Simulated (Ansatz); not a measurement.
Mo in several cubic structure types, each at its own equilibrium volume.

Computed with PBE, plane waves, PAW datasets (generated soft set 1) in Ansatz.

Settings: cutoff 420 eV; no spin polarisation; Fermi–Dirac smearing of 0.0612 eV; k-meshes 48³ (bcc), 47³ (fcc).

(1) Rank the structures by energy per atom, lowest first.
A. bcc
B. fcc

(2) Give the equilibrium volume and bulk modulus of each.

Answers

(1) A (0.0 meV/atom), B (420 meV/atom).

(2) 
| structure | V₀ (Å³/atom) | B₀ (GPa) |
| --- | --- | --- |
| bcc | 15.79 | 259 |
| fcc | 16.03 | 238 |

Only these cubic types are compared here; the real ground state can be another structure or magnetic.

Model structures, not the usual forms at ambient conditions (metastable or hypothetical): Mo (fcc type).
